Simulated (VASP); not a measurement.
Input of a VASP 6.6.1 run:

INCAR

```
SYSTEM = SiC
  PREC = Accurate
  ENCUT = 520
  EDIFF = 1E-7
  ISMEAR = -1
  SIGMA = 0.05
  LREAL = .FALSE.
  LASPH = .TRUE.
  NELM = 80
  ALGO = Normal
  ISIF = 2
  LWAVE = .FALSE.
  LCHARG = .TRUE.
  GGA = PE
  LELF = .TRUE.
  LVHAR = .TRUE.
  NBANDS = 11
```

The input KPOINTS:

```
regular mesh
0
G
  10 10 10
  0 0 0
```

The input POSCAR:

```
SiC
1.0
    0.0000000000      2.1790000000      2.1790000000
    2.1790000000      0.0000000000      2.1790000000
    2.1790000000      2.1790000000      0.0000000000
Si C
1 1
Direct
    0.0000000000      0.0000000000      0.0000000000
    0.7500000000      0.7500000000      0.7500000000
```

Potentials or basis: VASP PAW PBE potentials, release 64 (Si, C).

Command:

```sh
$ cat potpaw_PBE.64/Si/POTCAR potpaw_PBE.64/C/POTCAR > POTCAR
$ mpirun -np 1 vasp_std > vasp.out
```

(1) Estimate the pressure.

(2) Predict the band gap on the k mesh.

Results:

(1) 3.2 GPa.

(2) 1.36 eV, indirect (least direct gap 4.54 eV).

**What was measured.**

From “Insight into the structural, elastic and electronic properties of a new orthorhombic 6O-SiC polytype”, 2020, pmc:7200658, for a bulk crystal of SiC: band gap 2.4 eV (indirect).

Measured gap of SiC: 2.4 eV (indirect; quoted in “Insight into the structural, elastic and electronic properties of a new orthorhombic 6O-SiC polytype”, 2020, pmc:7200658). This calculation gives 1.36 eV (-1.04 eV). The value is that of PBE on a finite k mesh, which can miss the band edges, without temperature or zero-point motion. Semilocal functionals fall short of measured gaps as a rule.
